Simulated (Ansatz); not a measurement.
# TiO2: relaxation of cell and atoms with RPBE

Crystal: TiO2.

```
Ti O
1.0
     2.96826    0.00000    0.00000
     0.00021    4.70761    0.00000
     1.48357    0.24235    7.08346
Ti O
3 6
Direct
  0.00337 0.00039 0.00070
  0.34464 0.48026 0.31696
  0.66171 0.52047 0.68450
  0.44004 0.18544 0.12854
  0.77793 0.29773 0.45188
  0.10124 0.30895 0.80624
  0.90650 0.69184 0.19517
  0.22941 0.70301 0.54951
  0.56803 0.81530 0.87283
```

The cell comes from a database or a generator and needn't be the stable form of this composition.

```
Program             : Ansatz 0.2.0
Task                : relaxation of cell and atoms
Functional          : RPBE
Potentials or basis : Ansatz PAW
Cutoff              : 420 eV (not typed: the program's choice for these potentials)
k mesh              : 7 × 5 × 3
Occupations         : fermi-dirac, width 0.05 eV
Spin                : no spin polarisation
```

| Property | Result |
| --- | --- |
| Relaxed volume | 11.64 Å³/atom |
| Relaxed cell | a = 3.009 Å, b = 4.846 Å, c = 7.339 Å, α = 88.50°, β = 78.38°, γ = 89.68° |
| Space group after relaxing (to 0.05 Å) | P1 (No. 1) |
| Energy gained by relaxing | 14.2 meV/atom |
| Ionic steps | 23 |
| Pressure after relaxing | 0.0 GPa |
| Band gap on the k mesh | 2.50 eV, indirect (least direct gap 2.52 eV) |

Step by step:
| step | energy change (eV) | largest force (eV/Å) | volume (Å³) |
| --- | --- | --- | --- |
| 1 | 0.0000 | 0.3161 | 98.98 |
| 2 | -0.0853 | 0.1713 | 102.34 |
| 3 | -0.0907 | 0.0632 | 103.40 |
| 4 | -0.0909 | 0.0520 | 103.55 |
| 5 | -0.0912 | 0.0435 | 103.56 |
| 6 | -0.0916 | 0.0267 | 103.56 |
| 7 | -0.0918 | 0.0178 | 103.55 |
| 8 | -0.0920 | 0.0088 | 103.55 |
| 9 | -0.0920 | 0.0064 | 103.54 |
| 10 | -0.0919 | 0.0096 | 103.56 |
| 11 | -0.0920 | 0.0082 | 103.55 |
| 12 | -0.0920 | 0.0103 | 103.54 |
| 13 | -0.0922 | 0.0376 | 103.52 |
| 14 | -0.0924 | 0.0611 | 103.50 |
| 15 | -0.0986 | 0.0404 | 103.94 |
| 16 | -0.0988 | 0.0328 | 104.01 |
| 17 | -0.0993 | 0.0257 | 104.21 |
| 18 | -0.0993 | 0.0111 | 104.26 |
| 19 | -0.0993 | 0.0103 | 104.25 |
| 20 | -0.1269 | 0.0103 | 104.25 |
| 21 | -0.1260 | 0.0148 | 104.73 |
| 22 | -0.1259 | 0.0015 | 104.78 |
| 23 | -0.1279 | 0.0016 | 104.78 |

Final structure:
```xyz
9
Lattice="3.0087 0.0085 -0.0056 0.0136 4.8462 -0.0219 1.4911 0.2207 7.1823" Properties=species:S:1:pos:R:3 pbc="T T T"
Ti   -0.1241    0.0019    0.0053
Ti    1.4360    2.4325    2.2630
Ti    3.1226    2.6462    4.9025
O     1.5412    0.9390    0.9190
O     3.0465    1.5827    3.2190
O     1.5162    1.6596    5.7764
O     3.0549    3.4212    1.3874
O     1.5228    3.4945    3.9462
O     3.0457    4.1423    6.2457
```

Levels at points of the mesh, in eV from the valence-band top:
| k point | band 33 | band 34 | band 35 | band 36 | band 37 | band 38 | band 39 | band 40 |
| --- | --- | --- | --- | --- | --- | --- | --- | --- |
| (0.00, 0.00, 0.00) | -0.49 | -0.36 | -0.27 | -0.02 | 2.50 | 2.74 | 2.94 | 3.02 |

Run time: 3.5 min on 4 threads of Arm Neoverse V1, with other jobs on the host, peak memory 0.55 GiB.

Caveat: odd divisions of the mesh miss points on the zone boundary, where band edges often lie, so the gap on the mesh can be too wide; the plane-wave basis is chosen anew once the cell has moved, so the energies of steps on either side of that aren't comparable; the pressure holds a Pulay correction of +0.6 GPa for the finite cutoff; the PAW data sets come from PBE, with cores solved anew for the run's functional, which leaves a small shift of forces and pressure. A hybrid or GW would open this gap; RPBE tends to underestimate it.
